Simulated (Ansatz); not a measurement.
# What PbO (model cell, started as zinc blende) distorts into

Which phase does PbO (model cell, started as zinc blende) fall into along its unstable mode, and how much energy does it gain?

Program: Ansatz 0.2.0. Level of theory: DFT PBEsol, scalar-relativistic, plane waves, PAW. Results are calculated unless marked as measured.

The structure was built from a prototype and need not be the compound's stable phase.

**1. Starting point**

It takes space group F-43m (No. 216, cubic). The conventional cell has a = 5.572 Å, b = 5.572 Å, c = 5.572 Å, α = 90.00°, β = 90.00°, γ = 90.00°. Pb has 4 O at 2.41 Å nearest. O has 4 Pb at 2.41 Å nearest. Farther neighbours and most contacts between anions are not listed.

**2. Response at finite wavevector**

The cell comes from relaxations at this level that are not shown. Stability and thermal properties need the whole zone. Linear response on a 4×4×4 q mesh gives force constants as far as a supercell of that size would, and the tensors from the zone-centre run are typed in so that the long-range dipole term is interpolated apart.

Input file input.yaml:

```yaml
crystal:
  lattice:
    - [0.0, 2.7862023436, 2.7862023436]
    - [2.7862023436, 0.0, 2.7862023436]
    - [2.7862023436, 2.7862023436, 0.0]
  atoms:
    - { symbol: Pb, position: [0.0, 0.0, 0.0] }
    - { symbol: O, position: [0.25, 0.25, 0.25] }
kpoints:
  mp_grid: { grid: [12, 12, 12] }
hamiltonian:
  xc: pbesol
scf:
  occupations: { method: fixed }
output:
  eigenvalues: true
phonons:
  method: dfpt
  qmesh: [4, 4, 4]
  temperatures: { t_max: 1000, t_step: 50 }
  qpath:
    path:
      - [[0.0, 0.0, 0.0], [-0.5, -0.5, 0.0], [-0.375, -0.375, 0.25]]
      - [[-0.375, 0.0, 0.375], [0.0, 0.0, 0.0], [0.0, 0.0, 0.5], [-0.5, -0.25, 0.25], [-0.5, -0.5, 0.0]]
    npoints: 10
  non_analytic_term:
    high_frequency_dielectric_tensor: [[8.7173, 0.0, 0.0], [0.0, 8.7173, 0.0], [0.0, 0.0, 8.7173]]
    born_effective_charges:
      - { species: Pb, tensor: [[2.1253, 0.0, 0.0], [0.0, 2.1253, 0.0], [0.0, 0.0, 2.1253]] }
      - { species: O, tensor: [[-2.1253, 0.0, 0.0], [0.0, -2.1253, 0.0], [0.0, 0.0, -2.1253]] }
    source: "zone-centre run at this cell"
```

Run with:

```bash
$ ansatz run input.yaml --threads 4 --pin off --max-ram 7168MiB --backend cpu --events-out ev --progress --plain --runs-dir out
```

Numbers of over 12 decimals in the logs are rounded to 6 here.

What it wrote:

```text
Warning: phonons: the dynamical matrix that this run interpolates holds no multipole term above the dipole-dipole one, and a site of this crystal is no centre of inversion, so its interpolated transverse optical and acoustic branches and sound speeds can stay off near Gamma, and the density of states and the thermodynamics with them. What a run solves at a wave vector of phonons.qpoints, Gamma apart, where the deck admits one, is free of this, and under fd what a larger phonons.supercell samples
Engine: ansatz 0.2.0, x86_64-unknown-linux-gnu
Pseudopotentials: kind: paw
Pseudopotential: Pb, paw, valence charge 14, recommended cutoff 420 eV (normal), Pb.paw.azcp
Pseudopotential: O, paw, valence charge 6, recommended cutoff 420 eV (normal), O.paw.azcp
Functional definition: PBEsol
  exchange = pbesol_x
  correlation = pbesol_c
Crystal: 2 atoms, lattice volume = 43.258 Å³
Basis set: ecut = 420 eV, 869 PW (Γ), exchange–correlation on 54×54×54 points (8 copies of the dense FFT grid, shifted against one another)
Bands: 14, of which v1, the nominal top of the filled ones, is band 10 counted from 1 (9 counted from 0)
Symmetry: 24 space group operations
k-points: 72 of 1728 (time reversal used)
Non-local potential: Pb, projectors of the file, l = 0: 2, l = 1: 2, l = 2: 2, l = 3: 2
Non-local potential: O, projectors of the file, l = 0: 2, l = 1: 2, l = 2: 1
PAW form: soft (Blöchl's): semilocal exchange-correlation on the pseudo side does not see the compensation charge
PAW frozen core: Pb, regenerated for the run's functional, and the local potential with it (the file was generated under x = pbe(κ = 0.804, μ = 0.219515), c = pbe(β = 0.066725))
PAW frozen core: O, regenerated for the run's functional, and the local potential with it (the file was generated under x = pbe(κ = 0.804, μ = 0.219515), c = pbe(β = 0.066725))
PAW one-centre angular grid: Pb, 590 points (default); XC on 64 Gauss nodes
PAW one-centre angular grid: O, 110 points (default); XC on 64 Gauss nodes
Initial density: superposition of atomic densities (neutral atoms: chi_scale 0, normalization atom), corrected by the library's trained network
Initial wavefunctions: pseudopotential atomic-orbital guess
Functional: x = pbesol(κ = 0.804, μ = 0.123457), c = pbesol(β = 0.046)
SCF iter   1: F=—  HF=-12315.002850 eV  |F-HF|=—  |Δ(HF+E_count)|=         —  Δρ=1.96e-2  dr2=1.73e-1  ethr=1.77e-3  ⟨swp⟩=4.3  Hψ=4615  notcnv=0  defer=107
preconditioner: auto → none  [insulator: Δε(μ)=0.054 eV  Ē_g=16.554 eV  n_scr=14 (ndim 8)  ℏωp=25.2 eV  f_vac=0.078  ε∞_Penn≈3.3]
SCF iter   2: F=—  HF=-12315.028121 eV  |F-HF|=—  |Δ(HF+E_count)|=   2.53e-2  Δρ=2.58e-2  dr2=2.83e-1  ethr=8.65e-4  ⟨swp⟩=2.3  Hψ=2507  notcnv=0  defer=114
SCF iter   3: F=—  HF=-12314.972963 eV  |F-HF|=—  |Δ(HF+E_count)|=   5.52e-2  Δρ=5.98e-3  dr2=1.48e-2  ethr=8.65e-4  ⟨swp⟩=2.0  Hψ=1355  notcnv=0  defer=121
SCF iter   4: F=—  HF=-12314.970359 eV  |F-HF|=—  |Δ(HF+E_count)|=   2.60e-3  Δρ=6.88e-4  dr2=2.83e-4  ethr=7.40e-5  ⟨swp⟩=2.3  Hψ=1883  notcnv=0  defer=131
SCF iter   5: F=—  HF=-12314.970322 eV  |F-HF|=—  |Δ(HF+E_count)|=   3.77e-5  Δρ=1.11e-4  dr2=4.83e-6  ethr=1.41e-6  ⟨swp⟩=2.1  Hψ=1262  notcnv=0  defer=127
SCF iter   6: F=—  HF=-12314.970325 eV  |F-HF|=—  |Δ(HF+E_count)|=   3.12e-6  Δρ=1.18e-5  dr2=6.44e-8  ethr=2.41e-8  ⟨swp⟩=2.0  Hψ=1310  notcnv=0  defer=62
SCF iter   7: F=—  HF=-12314.970326 eV  |F-HF|=—  |Δ(HF+E_count)|=   1.63e-6  Δρ=2.43e-6  dr2=1.95e-9  ethr=3.22e-10  ⟨swp⟩=2.0  Hψ=1315  notcnv=0  defer=30
SCF iter   8: F=—  HF=-12314.970326 eV  |F-HF|=—  |Δ(HF+E_count)|=   1.91e-9  Δρ=2.14e-7  dr2=1.29e-11  ethr=9.74e-12  ⟨swp⟩=2.1  Hψ=1373  notcnv=0  defer=30
SCF iter   9: F=-12314.970326 eV  HF=-12314.970326 eV  |F-HF|=0.00e0  |Δ(HF+E_count)|=  3.64e-12  Δρ=2.87e-8  dr2=5.15e-13  ethr=1.00e-12  ⟨swp⟩=7.3  Hψ=5562  notcnv=0
SCF 1 converged in 9 iterations: F = -12314.970326 eV  dr2 = 5.15e-13
  greatest PAW one-centre occupation: 0.981 electrons in one spin orbital (limit 2), on the Pb atom at site 0 (counted from 0), in its partial waves of l = 2
NSCF: frozen V_eff on 72 k-points
NSCF: frozen V_eff on 163 k-points
DFPT response loops at q = (0, 0, 0) (fractional): preconditioner auto → none (the input reference at scf.mixing.eps_inf says where Resta's filter doesn't serve); β = 0.50; Broyden in place of MSR1
NSCF: frozen V_eff on 1872 k-points
DFPT response loops at q = (0, 0, 0.25) (fractional): preconditioner auto → Resta (q_TF=auto, 2.399 Å⁻¹)  ε∞=13.9 (no band partly filled); β = 1.00, the filter's whole step (`scf.mixing.beta` (0.50) is not read by the response loops at its default; to damp them type it under 1.00, their step now; it binds the ground state too); Broyden in place of MSR1
NSCF: frozen V_eff on 952 k-points
DFPT response loops at q = (0, 0, -0.5) (fractional): mixed as the last ones told, above
NSCF: frozen V_eff on 1020 k-points
DFPT response loops at q = (0, 0.25, 0.25) (fractional): mixed as the last ones told, above
NSCF: frozen V_eff on 3456 k-points
DFPT response loops at q = (0, 0.25, -0.5) (fractional): mixed as the last ones told, above
NSCF: frozen V_eff on 1872 k-points
DFPT response loops at q = (0, 0.25, -0.25) (fractional): mixed as the last ones told, above
NSCF: frozen V_eff on 560 k-points
DFPT response loops at q = (0, -0.5, -0.5) (fractional): mixed as the last ones told, above
NSCF: frozen V_eff on 1020 k-points
DFPT response loops at q = (0.25, -0.5, -0.25) (fractional): mixed as the last ones told, above
SCF converged after 9 iterations
Free energy (F): -12314.970326 eV
Harris-Foulkes:  -12314.970326 eV  (|F-HF|=0.00e0)
Internal energy: -12314.970326 eV  (E = F + TS)
E sigma→0 (E₀):  -12314.970326 eV
Fermi energy:    7.819108 eV
--- Per-component energies (eV) ---
  E_band       = -71.788660
  E_kinetic    = 460.802703
  E_local      = -1521.186268  (includes V_loc(G=0)·N_el)
  E_nonlocal   = 400.514308
  E_hartree    = 590.448632
  E_xc         = -292.049946
  E_vxc        = -226.235744  (∫ρ·V_xc dr)
  E_paw        = -10405.190289  (= ΣΔE_a)
  E_vpaw       = -366.583290  (= ΣTr[D̂ρ^β])
  E_aug_tail   = 0.002373  (compensation charges beyond the density's cutoff)
  E_ewald      = -1548.409244
  E_core_change = 0.097405  (= ΣΔE_core)
  E_smearing   = -0.000000  (= −TS)
  E_closure    = 0.000000  (closes the sum)
  Σ components = -12314.970326   (vs F -12314.970326, Δ=0.00e0)
--- Band table (eV; the first three rows and the last of 72) ---
  k-point 0: bands = [... 6 lower, 0.9497, 5.4513, 5.4513, 5.4513, 13.0827, 13.0827, 13.0827, 15.8865]
  k-point 1: bands = [... 6 lower, 0.8864, 5.4164, 5.4164, 5.4817, 12.4547, 13.1175, 13.1175, 16.5848]
  k-point 2: bands = [... 6 lower, 0.7066, 5.3234, 5.3234, 5.5492, 11.4758, 13.1969, 13.1969, 17.2516]
  k-point 71: bands = [... 6 lower, -0.0836, 3.7933, 3.8725, 7.8191, 10.1453, 11.0766, 12.9365, 16.5007]
--- Phonons (Γ-DFPT): 2 representative perturbations + reference (Σ response iterations 7) ---
  ASR residual: 3.147e-5 → 0.000e0 eV/Å²; symmetrization residual: 1.220e-6 eV/Å²
  ASR residual per site (eV/Å²): 3.15e-5 2.91e-5
  Γ frequencies (cm⁻¹): 0.00 0.00 0.00 252.39 252.39 252.39
--- Phonons (arbitrary-q DFPT): 8 irreducible q on the 4×4×4 mesh ---
  q = [0.0000, 0.0000, 0.0000] (star 1, of the zone-centre solve; hermiticity 7.01e-7, symmetrization 1.32e-12): -0.00 0.00 0.00 252.39 252.39 252.39
  q = [0.0000, 0.0000, 0.2500] (star 8, 2 solved perturbations on 936 of 1728 k-point pairs; hermiticity 7.26e-7, symmetrization 7.14e-13): -1.35 -1.35 73.01 234.38 234.38 318.68
  q = [0.0000, 0.0000, -0.5000] (star 4, 2 solved perturbations on 476 of 1728 k-point pairs; hermiticity 1.32e-7, symmetrization 5.17e-13): 13.74 13.74 120.67 207.53 207.53 305.68
  q = [0.0000, 0.2500, 0.2500] (star 6, 4 solved perturbations in 1608 linear systems a pass and spin channel, the states on 510 of 1728 k-point pairs; hermiticity 1.06e-6, symmetrization 1.98e-13): -56.01 -56.01 82.34 168.66 168.66 346.57
  q = [0.0000, 0.2500, -0.5000] (star 24, 4 solved perturbations in 5328 linear systems a pass and spin channel, the states on 1728 of 1728 k-point pairs; hermiticity 4.35e-7, symmetrization 2.05e-13): -73.11 -64.15 113.20 124.90 140.53 329.94
  q = [0.0000, 0.2500, -0.2500] (star 12, 4 solved perturbations in 2892 linear systems a pass and spin channel, the states on 936 of 1728 k-point pairs; hermiticity 1.12e-6, symmetrization 1.42e-12): -58.23 4.81 99.28 144.42 203.39 320.52
  q = [0.0000, -0.5000, -0.5000] (star 3, 4 solved perturbations in 886 linear systems a pass and spin channel, the states on 280 of 1728 k-point pairs; hermiticity 5.90e-7, symmetrization 2.45e-13): -140.56 -140.56 97.14 97.14 118.57 344.07
  q = [0.2500, -0.5000, -0.2500] (star 6, 4 solved perturbations in 1544 linear systems a pass and spin channel, the states on 510 of 1728 k-point pairs; hermiticity 5.93e-7, symmetrization 3.84e-13): -119.75 -90.22 104.75 114.93 118.74 323.39
  sum rule: each row above includes the acoustic sum rule's correction from the zone centre's row sums; it moved no ω² by more than (0.70 cm⁻¹)²
  mesh force constants: q→R imaginary residual 8.60e-19; ASR residual 3.147e-5 → 0.000e0 eV/Å²; symmetrization residual 5.329e-15 eV/Å²
  interpolated dispersion: 63 rows × 6 modes
  density of states and harmonic sums: on the 20×20×20 q-mesh, interpolated from the force constants of a 4×4×4 supercell (with the dipole–dipole term of supplied tensors)
  largest difference from the sums on the solved wave vectors: F 1.95e-2 eV, S 1.97e-5 and C_V 1.41e-6 eV/K
  zero-point energy: 0.046772 eV/cell   skipped modes (ω ≤ 0): 432, of them read as no rigid motion or as one in doubt: 429 (1.704e0 modes/cell left out, lowest -140.56 cm⁻¹)   left out of the sums: 2.84e-1 of the cell's modes: C_V's classical limit lies that fraction below 3 k_B per atom; for a crystal, a wire or a layer, F and S can be off by more, and a phonons.interpolated_qmesh denser along its periods is the remedy for the sampling
```

Run time: 2 min. Hardware: 4 threads of Intel Xeon 6975P-C (Granite Rapids), shared host; peak memory 2.5 GiB; 7.6 min of CPU time.

In the SCF lines HF is the Harris–Foulkes energy and dr2 the Hartree energy of the density residual, in eV; the loop may stop once dr2 is under the threshold and the program's other checks hold. Hψ counts applications of the Hamiltonian.

This step gave:

```yaml
gap_on_the_k_mesh: 0.3120 eV
volume_per_atom: 21.63 Å³
sum_rule_residual_before_enforcement: 3.15e-5 eV/Å²
lowest_frequency_on_the_path: -140.6 cm⁻¹
point_group: -43m
highest_frequency_on_the_path_or_at_a_solved_wavevector: 348 cm⁻¹
highest_optical_mode_at_the_zone_centre_no_lo_to_term: 252.4 cm⁻¹
lowest_optical_zone_centre_mode: 252.4 cm⁻¹
lowest_mode_on_the_q_mesh_acoustic_modes_at_gamma_apart: -140.6 cm⁻¹
```

Frequencies (cm⁻¹) solved at each irreducible wavevector; negative means imaginary. Frequencies by wavevector, by row:

```
q in reciprocal lattice units  star  mode 1  mode 2  mode 3  mode 4  mode 5  mode 6
                        0 0 0     1       0       0       0   252.4   252.4   252.4
                     0 0 0.25     8    -1.4    -1.4      73   234.4   234.4   318.7
                     0 0 -0.5     4    13.7    13.7   120.7   207.5   207.5   305.7
                  0 0.25 0.25     6     -56     -56    82.3   168.7   168.7   346.6
                  0 0.25 -0.5    24   -73.1   -64.2   113.2   124.9   140.5   329.9
                 0 0.25 -0.25    12   -58.2     4.8    99.3   144.4   203.4   320.5
                  0 -0.5 -0.5     3  -140.6  -140.6    97.1    97.1   118.6   344.1
              0.25 -0.5 -0.25     6  -119.8   -90.2   104.8   114.9   118.7   323.4
```

Interpolated from a 4×4×4 q mesh, with the LO-TO term (at Γ the limit along the path; where Γ stands inside the path, tables give the limit on arrival). The phonon branches at the labelled points (cm⁻¹):

| point | branch 1 | branch 2 | branch 3 | branch 4 | branch 5 | branch 6 |
| --- | --- | --- | --- | --- | --- | --- |
| Γ | 0 | 0 | 0 | 252 | 252 | 322 |
| halfway | -56 | -56 | 82 | 169 | 169 | 347 |
| X | -141 | -141 | 97 | 97 | 119 | 344 |
| halfway | -136 | -125 | 99 | 102 | 119 | 340 |
| U | -130 | -84 | 104 | 120 | 123 | 333 |
| jump to K | -130 | -84 | 104 | 120 | 123 | 333 |
| halfway | -13 | 12 | 83 | 194 | 231 | 316 |
| Γ | 0 | 0 | 0 | 252 | 252 | 322 |
| halfway | -1 | -1 | 73 | 234 | 234 | 319 |
| L | 14 | 14 | 121 | 208 | 208 | 306 |
| halfway | -74 | -20 | 116 | 128 | 170 | 322 |
| W | -120 | -90 | 105 | 115 | 119 | 323 |
| halfway | -129 | -118 | 100 | 106 | 119 | 335 |
| X | -141 | -141 | 97 | 97 | 119 | 344 |

The phonon branches as a text plot (rows in cm⁻¹):

```
    338 |  *****************                                *****
    317 |**                 ********************   *********
    297 |                                       ***
    277 |
    256 |**                       ********
    236 |  *                    *****     ****
    216 |   *                  * *            *****
    195 |    **              ** *                 ***
    175 |      *            *                       ***
    155 |                  *   *                     * *
    134 |       *            **                       * *
    114 |        ************                  ******************
     94 |       *   *******  ***             **             *****
     73 |    ***                **          *
     53 |   *                     **      **
     32 |  *                        *    *
     12 | *                    ***   *  *    ********
     -8 |**                  ** *************      * *
    -29 |  **               *  *                    * **
    -49 |    ***           *                         *  *
    -69 |       *            **                       *
    -90 |                **                              ***
   -110 |        *      *   *                          ** ****
   -130 |         **********                             *  *****
         Γ           X  U|K            Γ         L        W     X
```

Symmetry leaves 8 wavevectors to solve. The lowest mode among them, the acoustic zeros apart, lies at q = (0, -0.5, -0.5) and is imaginary, 140.6i cm⁻¹, so the energy falls along it.

**3. The mode frozen in, largest atomic shift 0 Å**

The mode followed lies at q = (0, -0.5, -0.5) with frequency 140.6i cm⁻¹ and is 2-fold degenerate, the softest among the wavevectors solved. At small amplitude the distorted cell has space group no. 4 by a symmetry search on the positions. The undistorted cell that holds it gives the zero of energy on the same k mesh.

System of this step: PbO (model cell, started as zinc blende). It takes space group F-43m (No. 216, cubic). The conventional cell has a = 5.572 Å, b = 5.572 Å, c = 5.572 Å, α = 90.00°, β = 90.00°, γ = 90.00°. Pb has 4 O at 2.41 Å nearest. O has 4 Pb at 2.41 Å nearest. Farther neighbours and most contacts between anions are not listed.

Input file input.yaml:

```yaml
crystal:
  lattice:
    - [0.0, -2.7862023436, -2.7862023436]
    - [0.0, 2.7862023436, -2.7862023436]
    - [5.5724046872, 0.0, 0.0]
  atoms:
    - { symbol: Pb, position: [0.5, 0.5, 0.5] }
    - { symbol: Pb, position: [0.0, 0.0, 0.0] }
    - { symbol: O, position: [0.0, 0.5, 0.75] }
    - { symbol: O, position: [0.5, 0.0, 0.25] }
kpoints:
  mp_grid: { grid: [8, 8, 6] }
hamiltonian:
  xc: pbesol
scf:
  occupations: { method: gaussian, width: 0.02 }
output:
  forces: true
  stress: true
  eigenvalues: true
```

What it wrote:

```text
[...]
Crystal: 4 atoms, lattice volume = 86.516 Å³
Basis set: ecut = 420 eV, 1715 PW (Γ), exchange–correlation on 54×54×80 points (8 copies of the dense FFT grid, shifted against one another)
Bands: 24, of which v1, the nominal top of the filled ones, is band 20 counted from 1 (19 counted from 0)
Symmetry: 16 space group operations
[...]
k-points: 60 of 384 (time reversal used)
[...]
--- Band table (eV; the first three rows and the last of 60) ---
  k-point 0: bands = [... 16 lower, 5.4516, 5.4516, 5.4516, 7.6326, 8.1312, 13.0828, 13.0828, 13.0828]
  k-point 1: bands = [... 16 lower, 5.3574, 5.3574, 5.5885, 7.3736, 8.4589, 12.3182, 13.1006, 13.1006]
  k-point 2: bands = [... 16 lower, 5.1072, 5.1072, 5.9523, 6.9355, 9.1090, 11.0958, 13.1709, 13.1709]
  k-point 59: bands = [... 16 lower, 3.8727, 3.8727, 7.8194, 7.8194, 10.1455, 10.1455, 11.0766, 11.0766]
[key lines of the parts left out:]
SCF converged after 8 iterations
Free energy (F): -24629.940760 eV
Fermi energy:    7.975734 eV
P = ⅓ Tr σ = -0.0041 GPa (-0.041 kbar)
```

Elapsed: 1.8 s, on 4 threads; peak memory 0.44 GiB; 6.2 s of CPU time.

This step gave:

* pressure: -0.004126 GPa
* gap on the k-mesh: 0.3119 eV
* energy from the undistorted cell: 0 meV/atom

At this level the gap is 0.31 eV on the k-mesh of the self-consistent run, which can miss the band edges.

**4. The mode frozen in, largest atomic shift 0.32 Å**

The atoms are moved along the unstable eigenvector, the largest shift by 0.32 Å, with the cell fixed.

input.yaml, the sections that differ from step 3:

```yaml
crystal:
  lattice:
    - [0.0, -2.7862023436, -2.7862023436]
    - [0.0, 2.7862023436, -2.7862023436]
    - [5.5724046872, 0.0, 0.0]
  atoms:
    - { symbol: Pb, position: [0.5060598954, 0.5015392703, 0.5] }
    - { symbol: Pb, position: [-0.0060598954, -0.0015392703, 0.0] }
    - { symbol: O, position: [0.0787127813, 0.4800062151, 0.75] }
    - { symbol: O, position: [0.4212872187, 0.0199937849, 0.25] }
# kpoints, hamiltonian, scf, output: as in step 3
```

What it wrote:

```text
[...]
Crystal: 4 atoms, lattice volume = 86.516 Å³
Basis set: ecut = 420 eV, 1715 PW (Γ), exchange–correlation on 54×54×80 points (8 copies of the dense FFT grid, shifted against one another)
Bands: 24, of which v1, the nominal top of the filled ones, is band 20 counted from 1 (19 counted from 0)
Symmetry: 2 space group operations
[...]
k-points: 136 of 384 (time reversal used)
[...]
--- Band table (eV; the first three rows and the last of 136) ---
  k-point 0: bands = [... 16 lower, 5.3627, 5.4320, 5.5048, 7.4485, 8.2373, 12.0743, 12.9810, 13.1811]
  k-point 1: bands = [... 16 lower, 5.2826, 5.3412, 5.6168, 7.1278, 8.6220, 11.7285, 12.9730, 13.3209]
  k-point 2: bands = [... 16 lower, 5.0489, 5.0969, 5.8991, 6.6689, 9.2950, 10.9372, 13.0457, 13.4181]
  k-point 135: bands = [... 16 lower, 3.9060, 3.9060, 7.3490, 7.3490, 10.3985, 10.3985, 10.9929, 10.9929]
[key lines of the parts left out:]
SCF converged after 8 iterations
Free energy (F): -24629.996026 eV
Fermi energy:    7.901266 eV
P = ⅓ Tr σ = 0.3429 GPa (3.429 kbar)
```

Elapsed: 3.2 s, on 4 threads; peak memory 0.53 GiB.

This step gave:

| Property | Result |
| --- | --- |
| pressure | 0.3429 GPa |
| gap on the k-mesh | 0.6725 eV |
| energy from the undistorted cell | -13.82 meV/atom |

The energy, extrapolated to zero smearing, is -13.82 meV/atom against the undistorted cell.

The run ends at a pressure of 0.34 GPa, with forces up to 0.68 eV/Å.

(Part 1 of 3 ends here.)

[Logs are printed without paths, hosts, clocks, repeated set-up lines and the standing remarks that a program may print on its own settings, such as how far it seeks lower states.]

[Hosts, paths, dates, database ids (printed as entryN), source tags and the programs' standing remarks are cut or masked in the printed files.]
